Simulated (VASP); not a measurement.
Write the native input for VASP 6.6.1 that does the following.

```
Task                   : relaxation of cell and atoms
Functional             : PBE
Dispersion             : D3(BJ)
Potentials or basis    : VASP PAW PBE potentials, release 64 (Sn_d)
Cutoff                 : 600 eV
k mesh                 : 12 × 12 × 12
Occupations            : gaussian, width 0.03 eV
Spin                   : no spin polarisation
Further INCAR settings : ALGO = Normal; EDIFF = 1e-06; IBRION = 2; EDIFFG = -0.01; NSW = 90; ISIF = 3
```

The structure of Sn lies in POSCAR:

```
Sn
1.0
   -2.9196440800      2.9196440800      1.5938000000
    2.9196440800     -2.9196440800      1.5938000000
    2.9196440800      2.9196440800     -1.5938000000
Sn
2
Direct
    0.0000000000      0.0000000000      0.0000000000
    0.7500000000      0.2500000000      0.5000000000
```

These files were run (other wordings do the same):

INCAR

```
ALGO = Normal
EDIFF = 1E-6
EDIFFG = -0.01
ENCUT = 600
GGA = PE
IBRION = 2
ISIF = 3
ISMEAR = 0
IVDW = 12
LASPH = T
LCHARG = F
LREAL = F
LWAVE = F
NELM = 80
NSW = 90
PREC = Accurate
SIGMA = 0.03
```

KPOINTS

```
k-points
0
Gamma
  12 12 12
```

Potentials or basis: VASP PAW PBE potentials, release 64 (Sn_d).

Launch:

```console
$ cat potpaw_PBE.64/Sn_d/POTCAR > POTCAR
$ mpirun -np 1 vasp_std > vasp.out
```

Results of the run:

| Item | Value |
| --- | --- |
| Relaxed volume | 27.19 Å³/atom |
| Relaxed cell | a = 4.431 Å, b = 4.431 Å, c = 4.431 Å, α = 97.38°, β = 97.38°, γ = 137.99° |
| Space group after relaxing (to 0.05 Å) | I4_1/amd (No. 141) |
| Energy gained by relaxing | 0.2 meV/atom |
| Ionic steps | 3 |
| Pressure after relaxing | 0.0 GPa |
| Band gap on the k mesh | none (metal or under the smearing width) |
| Dispersion energy per atom | -0.389 eV |

Caveat: pairwise dispersion overbinds metals, which lowers pressure and volume.

Wall time 2.7 min on 1 thread of Intel(R) Xeon(R) Platinum 8488C (Sapphire Rapids), with other jobs on the host, peak memory 0.33 GiB.
